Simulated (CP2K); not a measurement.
## CuAu3 under changes of volume

One of the cells (15.761 Å³/atom); the others are scaled copies at fixed shape and fractional positions:

```xyz
4
Lattice="3.9800 0.0000 0.0000 0.0000 3.9800 0.0000 0.0000 0.0000 3.9800" Properties=species:S:1:pos:R:3 pbc="T T T"
Au    1.9900    1.9900    0.0000
Au    1.9900    0.0000    1.9900
Au    0.0000    1.9900    1.9900
Cu    0.0000    0.0000    0.0000
```

```yaml
Program: CP2K 2026.2
Functional: PBEsol
Potentials_or_basis: POTENTIAL_UZH Au GTH-PBE-q11, Cu GTH-PBE-q11; TZVP-MOLOPT-PBE-GTH basis
Density_cutoff: 6803 eV
k_mesh: 7 × 7 × 7
Occupations: fermi-dirac, width 0.05 eV
Spin: no spin polarisation
```

| volume (Å³/atom) | energy over the lowest point (meV/atom) | pressure (GPa) |
| --- | --- | --- |
| 14.816 | 77.12 | 19.7 |
| 15.131 | 43.84 | 14.3 |
| 15.446 | 20.68 | 9.4 |
| 15.761 | 6.43 | 5.2 |
| 16.076 | 0.00 | 1.5 |
| 16.392 | ? | ? |
| 16.707 | 6.62 | -4.7 |

**Question.** What does the run at 16.392 Å³/atom give?

**Answer.** Energy over the lowest point 0.07 meV/atom; pressure -1.8 GPa.

Worked out: A Birch-Murnaghan fit of order 3 (a polynomial in V^(-2/3)) to the other rows has its minimum at 16.22 Å³/atom with B0 = V·E''(V) = 167 GPa and B' = 6.0. It gives 0.33 meV/atom at 16.392 Å³/atom, against the run's 0.07, and -dE/dV = -1.8 GPa, against -1.8.

Energies are extrapolated to zero smearing.

Caveats: with these potentials and basis sets, volumes of gold and of layered tellurides can stand 1.5 % and more from those of plane-wave programs; the potentials were made for another functional, which shifts forces and pressure; the basis of atomic orbitals isn't converged, which shifts pressures, moduli and gaps.
